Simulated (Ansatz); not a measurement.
# Ni: the cost of one run

Program: Ansatz 0.2.0. Level of theory: DFT PBEsol, PAW, plane waves, scalar-relativistic. These are calculated values, not measurements.

## (1) The structure to begin with

The structure is cubic, space group Fm-3m (No. 225). Conventional cell: a = 3.529 Å, b = 3.529 Å, c = 3.529 Å, α = 90.00°, β = 90.00°, γ = 90.00°. Ni (site symmetry m-3m) is surrounded by 12 Ni at 2.50 Å.

Coordinates:

```
CELL_PARAMETERS angstrom
-1.76458 -3.52916 -1.76458
-1.76458 0.00000 -1.76458
1.76458 0.00000 -1.76458
ATOMIC_POSITIONS crystal
Ni 0.00000 0.00000 0.00000
Ni 0.50000 0.00000 0.50000
```

Labels such as Ni2 number the atoms in the order of the input file.

Known so far: 7 plain starts ended in 2 states. The lowest came from “a moment on one site alone, plain SCF [Ni1 2.00 μB]”: ferromagnetic, site moments Ni1 0.68, Ni2 0.68 μB, total 1.29 μB per cell, no gap on the k-mesh, free energy -11609.9579 eV.

Runs to come: parallel moments, default search for lower states; opposed moments +-, default search for lower states; the moments typed in its input, symmetry off, plain SCF; the moments typed in its input, standard search for lower states.

A plain SCF has the search for lower states switched off and ends at the first converged state. The default search runs further SCF cycles only where the state itself hints at a lower one. The standard and full searches may also try other magnetic orders and fillings, and need not reach the lowest state. With a search on, the program may also reshape the start on open shells. Ends within 0.2 meV/atom and 0.1 μB count as one state.

The total moment includes the space between the atomic spheres.

## (2) Parallel moments, default search for lower states

input.yaml reads:

```yaml
crystal:
  lattice:
    - [-1.76458, -3.52916, -1.76458]
    - [-1.76458, 0.0, -1.76458]
    - [1.76458, 0.0, -1.76458]
  atoms:
    - { symbol: Ni, position: [0.0, 0.0, 0.0], spin: 2.0 }
    - { symbol: Ni, position: [0.5, 0.0, 0.5], spin: 2.0 }
magnetization:
  spin_polarized: true
hamiltonian:
  xc: pbesol
  pseudopotentials: { kind: paw }
basis:
  ecutwfc: 420
kpoints:
  mp_grid: { grid: [7, 12, 10] }
scf:
  occupations: { method: fermi_dirac, width: 0.1 }
output:
  forces: true
  stress: true
  write_density: true
  write_potential: true
  elf: true
  volumetric_format: npy
```

Command:

```
ansatz run input.yaml --threads 2 --pin off --max-ram 5120MiB --backend cpu --events-out ev --progress --plain --runs-dir out
```

**Question.** How long does this run take on 2 threads of Arm Neoverse V1, shared host, and how much memory does it need?

About 14 s, with a peak of 0.5 GiB.
